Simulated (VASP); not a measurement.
# BN (Fmm2) in VASP: further runs, part 2 of 2

VASP 6.6.1. The steps go on from the part before.

## Step 4: Single point, PBE

File INCAR:

```
PREC = Accurate
ENCUT = 650
EDIFF = 1E-7
ISMEAR = 0
SIGMA = 0.05
LREAL = False
LASPH = True
NELM = 100
ALGO = Normal
ISIF = 2
LWAVE = False
LCHARG = False
GGA = PE
ADDGRID = False
```

File KPOINTS:

```
regular mesh
0
Gamma
  3 3 3
```

File POSCAR:

```
BN
1.0
    0.0000000000      3.4953158300      2.1660912400
    1.2516321000      0.0000000000      2.1660912400
    1.2516321000      3.4953158300      0.0000000000
N B
1 1
Direct
    0.6666513400      0.6666513400      0.3333486600
    0.0000486500      0.0000486500      0.9999513500
```

Run with:

```console
cat potpaw_PBE.64/N_s/POTCAR potpaw_PBE.64/B_s/POTCAR > POTCAR
mpirun -np 1 vasp_std > vasp.out
```

Run time: 2.5 s. Hardware: 1 thread of Intel Xeon 6975P-C (Granite Rapids), shared host; peak memory 0.15 GiB.

The run converged, but some of its settings lie outside the range that counts as converged, so its numbers aren't taken as properties of the crystal.

Results:

| Item | Value |
| --- | --- |
| Free energy | -17.4582 eV |
| Pressure | 4.3 GPa |
| Largest force | 0.007 eV/Å |
| Band gap on the k mesh | 4.31 eV, indirect (least direct gap 4.51 eV) |

Caveat: the k mesh is coarse (spacing up to 1.01 Å⁻¹), so the values aren't converged; an odd mesh through Γ misses points on the zone boundary, where band edges often lie.

## Step 5: Single point, PBE

INCAR is that of step 4.

KPOINTS is that of step 4.

File POSCAR:

```
BN
1.0
    0.0000000000      3.4953158300      2.1660912400
    1.2516321000      0.0000000000      2.1660912400
    1.2516321000      3.4953158300      0.0000000000
N B
1 1
Direct
    0.6643870000      0.6373240000      0.3259630000
   -0.0156690000     -0.0240960000      1.0349220000
```

Run with:

```console
cat potpaw_PBE.64/N_s/POTCAR potpaw_PBE.64/B_s/POTCAR > POTCAR
mpirun -np 1 vasp_std > vasp.out
```

It took 3.1 s on 1 thread of Intel Xeon 6975P-C (Granite Rapids), shared host; peak memory 0.15 GiB.

The run converged, but some of its settings lie outside the range that counts as converged, so its numbers aren't taken as properties of the crystal.

Results:

```
Free energy            : -17.3136 eV
Pressure               : 5.0 GPa
Largest force          : 2.753 eV/Å
Band gap on the k mesh : 4.30 eV, indirect (least direct gap 4.49 eV)
```

Caveat: the k mesh is coarse (spacing up to 1.01 Å⁻¹), so the values aren't converged; an odd mesh through Γ misses points on the zone boundary, where band edges often lie.

## Step 6: Single point, PBE

INCAR, as its differences from that of step 5:

```diff
@@ -1,3 +1,3 @@
 PREC = Accurate
-ENCUT = 650
+ENCUT = 280
 EDIFF = 1E-7
```

File KPOINTS:

```
regular mesh
0
Gamma
  5 5 5
```

File POSCAR:

```
BN
1.0
    0.0000000000      3.4953158300      2.1660912400
    1.2516321000      0.0000000000      2.1660912400
    1.2516321000      3.4953158300      0.0000000000
N B
1 1
Direct
    0.6666513400      0.6666513400      0.3333486600
    0.0000486500      0.0000486500      0.9999513500
```

Potentials or basis: VASP PAW PBE potentials, release 64 (N_s, B_s).

Run with:

```console
cat potpaw_PBE.64/N_s/POTCAR potpaw_PBE.64/B_s/POTCAR > POTCAR
mpirun -np 1 vasp_std > vasp.out
```

OUTCAR:

```text
PREC = Accurate
   ENCUT = 280
   EDIFF = 1E-7
   ISMEAR = 0
   LREAL = False
   LASPH = True
   NELM = 100
   ISIF = 2
   GGA = PE

 Found     27 irreducible k-points:

 Following reciprocal coordinates:
            Coordinates               Weight
  0.000000  0.000000  0.000000      1.000000
  0.200000 -0.000000 -0.000000      8.000000
  0.400000  0.000000  0.000000      8.000000
  0.200000  0.200000  0.000000      2.000000
  0.400000  0.200000  0.000000      8.000000
 -0.400000  0.200000  0.000000      8.000000
   k-points           NKPTS =     27   k-points in BZ     NKDIM =     27   number of bands    NBANDS=      8
   number of dos      NEDOS =    301   number of ions     NIONS =      2
   total plane-waves  NPLWV =   6720
   dimension x,y,z NGX =    24 NGY =   14 NGZ =   20
   dimension x,y,z NGXF=    48 NGYF=   28 NGZF=   40
   ions per type =               1   1
   NGX,Y,Z   is equivalent  to a cutoff of   9.70,  9.30,  8.96 a.u.
   NGXF,Y,Z  is equivalent  to a cutoff of  19.41, 18.61, 17.91 a.u.
 SYSTEM =  unknown system
   PREC   = accura    normal or accurate (medium, high low for compatibility)
   ISTART =      0    job   : 0-new  1-cont  2-samecut
   ICHARG =      2    charge: 1-file 2-atom 10-const
   ISPIN  =      1    spin polarized calculation?
   LNONCOLLINEAR =      F non collinear calculations
   LSORBIT =      F    spin-orbit coupling
   LASPH  =      T    aspherical Exc in radial PAW
   ENCUT  =  280.0 eV  20.58 Ry    4.54 a.u.   5.61  3.41  5.07*2*pi/ulx,y,z
   NELM   =    100;   NELMIN=  2; NELMDL= -5     # of ELM steps
   EDIFF  = 0.1E-06   stopping-criterion for ELM
   LREAL  =      F    real-space projection
   EDIFFG = 0.1E-05   stopping-criterion for IOM
   NSW    =      0    number of steps for IOM
   IBRION =     -1    ionic relax: 0-MD 1-quasi-New 2-CG
   NFREE  =      0    steps in history (QN), initial steepest desc. (CG)
   ISIF   =      2    stress and relaxation
   ISYM   =      2    0-nonsym 1-usesym 2-fastsym
   POTIM  = 0.5000    time-step for ionic-motion
   TEBEG  =    0.0;   TEEND  =   0.0 temperature during run
   PSTRESS=    0.0 pullay stress
   NELECT =       8.0000    total number of electrons
   NUPDOWN=      -1.0000    fix difference up-down
   EMIN   =  10.00;   EMAX   =-10.00  energy-range for DOS
   EFERMI =   0.00;   METHOD = LEGACY
   ISMEAR =     0;   SIGMA  =   0.05  broadening in eV -4-tet -1-fermi 0-gaus
   EFERMI_NEDOS =   21; number of points for ismear=-14 and -15
   IALGO  =     38    algorithm
   IMIX   =      4    mixing-type and parameters
     AMIX     =   0.40;   BMIX     =  1.00
     AMIX_MAG =   1.60;   BMIX_MAG =  1.00
  volume/ion in A,a.u.               =       9.48        63.95
  Fermi-wavevector in a.u.,A,eV,Ry     =   1.228047  2.320672 20.518928  1.508099
  Thomas-Fermi vector in A             =   2.362987
   LORBIT       =      0    0 simple, 1 ext, 2 COOP (PROOUT), +10 PAW based schemes
   GGA     = PE    functional components
   LHFCALC =     F    Hartree Fock is set to
   AEXX    =    0.0000 exact exchange contribution
   IVDW    =     0    specifies the selected vdW correction
   LEPSILON=     F    determine dielectric tensor
   LRPA    =     F    only Hartree local field effects (RPA)
 non-spin polarized calculation
 Gauss-broadening in eV      SIGMA  =   0.05
  energy-cutoff  :      280.00
  volume of cell :       18.95
 maximum number of plane-waves:       208
 NGX is ok and might be reduce to    24
   NGX = 11   NGY =  7   NGZ =  9

 number of electron       8.0000000 magnetization

 Free energy of the ion-electron system (eV)
  ---------------------------------------------------
  ext. energy  EPLUGINS =         0.00000000
  ---------------------------------------------------
  free energy    TOTEN  =       -17.50634572 eV

  energy without entropy =      -17.50634572  energy(sigma->0) =      -17.50634572

 E-fermi :   3.2658     XC(G=0):  -9.6985

 val. band max:        2.9786280960   @ k =  -0.4000   0.4000   0.0000
 cond. band min:       7.2673533034   @ k =   0.0000   0.4000   0.4000
 fundamental gap:      4.2887252074
 Fermi energy:         3.2658457416

 k-point     1 :       0.0000    0.0000    0.0000
  band No.  band energies     occupation
      1     -14.7262      2.00000
      2      -1.3276      2.00000
      3       1.7388      2.00000
      4       1.7461      2.00000
      5       8.0126      0.00000
      6      14.7115      0.00000
      7      14.7692      0.00000
      8      16.1578      0.00000
[... 45 lines left out ...]
 k-point     6 :      -0.4000    0.2000    0.0000
  band No.  band energies     occupation
      1     -11.1957      2.00000
      2      -5.4093      2.00000
      3      -2.8930      2.00000
      4       2.6606      2.00000
      5       7.9100      0.00000
      6      15.0030      0.00000
      7      16.8565      0.00000
      8      18.1061      0.00000

 [... further k-points ...]
[... 5 lines left out ...]
  --------------------------------------------------------------------------------------
  -------------------------------------------------------------------------------------
  Total        0.6503673     -0.3122350      0.6576071      0.0000000      0.0000000      0.0000000
  in kB       54.9793308    -26.3950415     55.5913507      0.0000000      0.0000000      0.0000000
  external PRESSURE =      28.0585466 kB  Pullay stress =       0.0000000 kB

 VOLUME and BASIS-vectors are now :
 -----------------------------------------------------------------------------
  energy-cutoff  :      280.00
  volume of cell :       18.95
      direct lattice vectors                 reciprocal lattice vectors
     0.000000000  3.495315830  2.166091240    -0.399478409  0.143048590  0.230830535
     1.251632100  0.000000000  2.166091240     0.399478409 -0.143048590  0.230830535
     1.251632100  3.495315830  0.000000000     0.399478409  0.143048590 -0.230830535

 POSITION                                       TOTAL-FORCE (eV/Angst)
 -----------------------------------------------------------------------------------
      1.25163      3.49532      2.88806         0.000000      0.000000     -0.012702
      1.25163      3.49532      0.00021         0.000000      0.000000      0.012702
 -----------------------------------------------------------------------------------
    total drift:                               -0.000010      0.000009      0.000034

  FREE ENERGIE OF THE ION-ELECTRON SYSTEM (eV)
  ---------------------------------------------------
  free  energy   TOTEN  =       -17.5063457152 eV

  energy  without entropy=      -17.5063457152  energy(sigma->0) =      -17.50634572
```

stdout:

```text
POSCAR found type information on POSCAR N B
 POSCAR found :  2 types and       2 ions
 scaLAPACK will be used
 LDA part: xc-table for (Slater+PW92), standard interpolation
 POSCAR, INCAR and KPOINTS ok, starting setup
 FFT: planning ... GRIDC
 FFT: planning ... GRID_SOFT
 FFT: planning ... GRID
 WAVECAR not read
 entering main loop
```

Wall time 1.8 s (1 thread of Intel Xeon 6975P-C (Granite Rapids), shared host); peak memory 0.1 GiB.

These settings aren't checked as converged: the numbers below hold their error.

What came out:

```yaml
Free_energy: -17.5063 eV
Largest_force: 0.013 eV/Å
Band_gap_on_the_k_mesh: 4.29 eV, indirect (least direct gap 4.99 eV)
```

Caveat: the k mesh is coarse (spacing up to 0.61 Å⁻¹), so the values aren't converged; the cutoff is under 1.25 times the usual one of these potentials, so pressure, stress and relaxed cells hold a basis-set (Pulay) error; an odd mesh through Γ misses points on the zone boundary, where band edges often lie.

## Step 7: For comparison

An earlier run on the cell as given: functional PBE; potentials or basis VASP PAW PBE potentials, release 64 (N, B); cutoff 520 eV; k mesh 13 × 13 × 13; occupations fermi-dirac, width 0.05 eV; no spin polarisation.

- Pressure: 3.3 GPa
- Largest force: 0.010 eV/Å
- Band gap on the k mesh: 3.90 eV, indirect (least direct gap 4.65 eV)
